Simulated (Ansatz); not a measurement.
# Levels of theory for MgO (CsCl type)

All numbers come from the plane-wave code Ansatz. Note: simulated data, non-magnetic, for a generated structure that need not be the stable one.

Structure: MgO (CsCl type), at its r2SCAN minimum. Space group Pm-3m (No. 221), cubic; conventional cell a = 2.623 Å, 9.03 Å³ an atom. Mg is surrounded by 8 O at 2.27 Å; O is surrounded by 8 Mg at 2.27 Å.

```yaml
crystal:
  lattice:
    - [2.62335, 0.00000, 0.00000]
    - [0.00000, 2.62335, 0.00000]
    - [0.00000, 0.00000, 2.62335]
  atoms:
    - { symbol: Mg, position: [0.00000, 0.00000, 0.00000] }
    - { symbol: O, position: [0.50000, 0.50000, 0.50000] }
```

Relaxed lattice by functional, symmetry kept:

| functional | k mesh | a (Å) | volume (Å³/atom) |
| --- | --- | --- | --- |
| PBE | 10×10×10 | 2.660 | 9.41 |
| r2SCAN | 8×8×8 | 2.623 | 9.03 |
| PBEsol | 8×8×8 | 2.633 | 9.13 |
| LDA | 8×8×8 | 2.598 | 8.77 |
| HSE06 | 6×6×6 | 2.619 | 8.99 |

Band edges at fixed r2SCAN geometry:

| level | k mesh | gap (eV) | kind | edges | least direct gap (eV) |
| --- | --- | --- | --- | --- | --- |
| LDA | 10×10×10 | 2.57 | indirect | M → Γ | 3.60 |
| PBE | 10×10×10 | 2.64 | indirect | M → Γ | 3.66 |
| r2SCAN | 10×10×10 | 3.49 | indirect | M → Γ | 4.55 |
| HSE06 | 6×6×6 | 4.20 | indirect | M → Γ | 5.29 |
| DDH-PBE0 | 6×6×6 | 5.12 | indirect | M → Γ | 6.22 |
| PBE0 | 6×6×6 | 4.94 | indirect | M → Γ | 6.03 |
| Hartree-Fock | 6×6×6 | 12.94 | indirect | M → Γ | 14.26 |
| G0W0@PBE (53 empty bands, 120 eV, 6×6×6) | 6×6×6 | 4.40 | – | M → Γ (mesh) | – |
| G0W0@PBE (133 empty bands, 220 eV, 6×6×6) | 6×6×6 | 4.62 | – | M → Γ (mesh) | – |

PBE: smearing of 0.02 eV; the others have fixed occupations.
Wave cutoffs: 420 eV, 500 eV (r2SCAN). Set aside, since their points miss a band edge that the other levels read or their mesh is too coarse: LC-ωPBE.
The G0W0 gap is PBE's gap over the path plus the quasiparticle shift read on the mesh. G0W0 here is at a finite number of bands, screening cutoff and k mesh, not at the basis limit.

With HSE06 the valence top lies at M and the conduction bottom at Γ, 4.20 eV higher; the smallest vertical gap, at Γ, is 5.29 eV.

Set against the finite-basis gap of 4.62 eV from G0W0@PBE (133 empty bands, 220 eV, 6×6×6), the closest functional is PBE0, which differs by +0.32 eV, at about 9 times r2SCAN's cost; G0W0 itself took about 27 times r2SCAN's cost. The others: HSE06 -0.42, DDH-PBE0 +0.50, r2SCAN -1.13, PBE -1.98, LDA -2.05, Hartree-Fock +8.32 eV. The yardstick's own error is a tenth of an eV or more. r2SCAN covers 55 % of the step from PBE to HSE06, while HSE06 needs about 9 times r2SCAN's cost (on a coarser mesh). All these functionals give a gap of the same kind, indirect.

r2SCAN (ground state on 8×8×8): The electronic dielectric tensor ε∞ is 3.40 in all directions. Born charges, averaged over directions: Mg +2.14, O -2.14 e. PBE (ground state on 8×8×8): The clamped-ion dielectric constant comes out as 3.71 in all directions. Born charges, averaged over directions: Mg +2.14, O -2.14 e.

On the PBEsol cell (a = 2.633 Å), with PBEsol: The optical mode at Γ lies at 126 cm⁻¹ without the longitudinal term. With the long-range field the highest mode reaches 595 cm⁻¹. The program warns that the force constants, and all that is formed from them, aren't settled on this k mesh. ε∞: 3.78 in all directions. With the ions relaxed, ε⁰ is 85 in all directions. Born charges, averaged over directions: Mg +2.14, O -2.14 e.

The meshes of the hybrids are coarse, so their gaps aren't converged to the digits shown.
